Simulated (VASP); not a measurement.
The system is Mg.

```xyz
4
Lattice="-3.2093 0.0000 0.0000 0.0000 0.0000 -5.2103 0.0000 -5.5586 0.0000" Properties=species:S:1:pos:R:3 pbc="T T T"
Mg   -1.5361   -1.1025   -4.0089
Mg   -3.1375   -3.7440   -3.7966
Mg   -0.0554   -1.7362   -1.2869
Mg   -1.6895   -4.5346   -1.3283
```

The cell isn't the ideal one: all atoms moved at random, sigma 0.1 Å a component.

```yaml
Program: VASP 6.6.1
Task: relaxation of cell and atoms
Functional: LDA
Potentials_or_basis: VASP PAW LDA potentials, release 64 (Mg)
Cutoff: 600 eV
k_mesh: 8 × 5 × 5
Occupations: methfessel-paxton, width 0.2 eV
Spin: no spin polarisation
```

At the start: pressure -2.4 GPa; volume 23.24 Å³/atom.

How do energy, volume and symmetry change on relaxing?

Over 20 steps the energy falls by 39.7 meV/atom and the volume is 21.42 Å³/atom (-7.8 %); space group P6_3/mmc (No. 194, to 0.05 Å).

Step by step:
```csv
step,energy change (eV),largest force (eV/Å),pressure (GPa),volume (Å³)
1,0.0000,0.4460,-2.41,92.95
2,-0.0753,0.4358,-0.86,88.31
3,-0.0963,0.4149,0.73,84.68
4,-0.1200,0.2912,0.48,84.93
5,-0.1386,0.0868,0.14,85.42
6,-0.1436,0.0866,-0.06,85.83
7,-0.1467,0.0911,-0.39,86.60
8,-0.1494,0.0884,-0.25,86.32
9,-0.1517,0.0854,0.01,85.80
10,-0.1551,0.0666,0.03,85.70
11,-0.1567,0.0431,0.06,85.57
12,-0.1576,0.0308,0.00,85.70
13,-0.1578,0.0213,-0.05,85.81
14,-0.1583,0.0196,-0.01,85.72
15,-0.1586,0.0193,0.06,85.60
16,-0.1588,0.0134,-0.02,85.77
17,-0.1588,0.0136,-0.01,85.76
18,-0.1589,0.0076,-0.01,85.75
19,-0.1589,0.0058,-0.01,85.75
20,-0.1589,0.0033,0.01,85.70
```

Final structure:
```
Mg
1.0
    -3.12236   -0.00054   -0.00002
     0.00004    0.00011   -5.09242
    -0.00042   -5.38964   -0.00005
Mg
4
Direct
  0.50058 0.74999 0.16750
  0.00040 0.75001 0.66752
  0.99950 0.24987 0.33250
  0.49952 0.25013 0.83248
```
